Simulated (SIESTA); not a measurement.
GaP under changes of volume

One of the cells (20.605 Å³/atom); the others are scaled copies at fixed shape and fractional positions:

```
Ga P
1.0
     1.92997    1.11427    6.38765
    -1.92997    1.11427    6.38765
     0.00000   -2.22854    6.38765
Ga P
2 2
Direct
  0.56463 0.56463 0.56463
  0.43537 0.43537 0.43537
  0.94261 0.94261 0.94261
  0.05739 0.05739 0.05739
```

Measurements of this composition are mostly on another form, of space group No. 216.

| Item | Value |
| --- | --- |
| Program | SIESTA 5.4.2 |
| Functional | LDA |
| Potentials or basis | PseudoDojo 0.4 standard (LDA files) |
| Basis | DZP (energy shift 0.003 Ry; two zetas on semicore shells) |
| Grid cutoff | 800 Ry |
| Energy shift | 0.003 Ry |
| k mesh | 8 × 8 × 8 |
| Occupations | fermi-dirac, width 0.05 eV |
| Spin | no spin polarisation |

```tsv
volume (Å³/atom)	energy over the lowest point (meV/atom)	pressure (GPa)	gap on the mesh (eV)	largest force (eV/Å)
19.764	0.00	0.1	0.76	0.412
20.185	2.00	-1.6	0.76	0.345
20.605	8.20	-3.1	0.75	0.281
21.026	?	?	?	?
21.446	31.34	-5.6	0.73	0.167
```

Problem. What does the run at 21.026 Å³/atom give?

Solution. Energy over the lowest point 18.12 meV/atom; pressure -4.4 GPa; gap on the mesh 0.74 eV; largest force 0.223 eV/Å.

Worked out: A Birch-Murnaghan fit of order 2 (a polynomial in V^(-2/3)) to the other rows has its minimum at 19.78 Å³/atom with B0 = V·E''(V) = 82 GPa at fixed shape and positions, which overstates the stiffness. It gives 18.10 meV/atom at 21.026 Å³/atom, against the run's 18.12, and -dE/dV = -4.4 GPa, against -4.4. A straight line through the other rows of the gap, of slope -0.391 eV per unit of ln V, gives 0.74 eV, against the run's 0.74.

Energies are extrapolated to zero smearing.

Caveats: the basis of atomic orbitals isn't converged, which shifts pressures, moduli and gaps.

A mesh can miss the band edges. Spin-orbit coupling on Ga is left out.
